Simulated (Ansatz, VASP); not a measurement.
Two plane-wave programs on Si

The input INCAR:

```
PREC = Accurate ; ENCUT = 520
EDIFF = 1E-7 ; ISMEAR = -1
SIGMA = 0.05 ; LREAL = False
LASPH = True ; NELM = 80
ALGO = Normal ; ISIF = 2
LWAVE = False ; LCHARG = False
GGA = PE ; NBANDS = 16
```

File KPOINTS:

```
regular mesh
0
Gamma
  8 8 8
```

POSCAR

```
Si
1.0
   -3.3906656383      3.3906656383      1.9600890686
    3.3906656383     -3.3906656383      1.9600890686
    3.3906656383      3.3906656383     -1.9600890686
Si
4
Direct
    0.8211989400      0.1788010600      0.0000000000
    0.1788010600      0.8211989400      0.0000000000
    0.8211989400      0.8211989400      0.6423978800
    0.1788010600      0.1788010600      0.3576021200
```

input.yaml

```yaml
crystal:
  lattice:
    - [-3.3906656383, 3.3906656383, 1.9600890686]
    - [3.3906656383, -3.3906656383, 1.9600890686]
    - [3.3906656383, 3.3906656383, -1.9600890686]
  atoms:
    - { symbol: Si, position: [0.82119894, 0.17880106, 0.0] }
    - { symbol: Si, position: [0.17880106, 0.82119894, 0.0] }
    - { symbol: Si, position: [0.82119894, 0.82119894, 0.64239788] }
    - { symbol: Si, position: [0.17880106, 0.17880106, 0.35760212] }
hamiltonian:
  xc: pbe
  pseudopotentials: { kind: paw }
kpoints:
  mp_grid: { grid: [8, 8, 8] }
scf:
  occupations: { method: fermi_dirac, width: 0.05 }
output:
  forces: true
  stress: true
  eigenvalues: true
```

Change from the starting cell: volume scaled by 1.06.

Alike in both runs: task single point; functional PBE; k mesh 8 × 8 × 8; occupations fermi-dirac, width 0.05 eV; no spin polarisation.

|  | VASP | Ansatz |
| --- | --- | --- |
| version | VASP 6.6.1 | Ansatz 0.2.0 |
| potentials or method | VASP PAW PBE potentials, release 64 (Si) | Ansatz PAW |
| plane-wave cutoff (eV) | 520 | 420 |
| valence electrons in the cell | 16 | 16 |

Ansatz gave:

* gap on the k mesh at the Fermi level (eV): 0.26
* least direct gap on the mesh (eV): 0.44
* pressure (GPa): -3.2
* largest component of the traceless stress (GPa): 0.16
* rms of the force components (eV/Å): 0.050

Problem. Estimate VASP's values.

Solution. gap on the k mesh at the Fermi level (eV): 0.26; least direct gap on the mesh (eV): 0.44; pressure (GPa): -3.2; largest component of the traceless stress (GPa): 0.17; rms of the force components (eV/Å): 0.050.

Atom by atom the forces differ by 0.000 eV/Å (rms over components). The functional is the same, so the differences come from potentials, cutoffs and numerics.

A k mesh can miss the band edges.
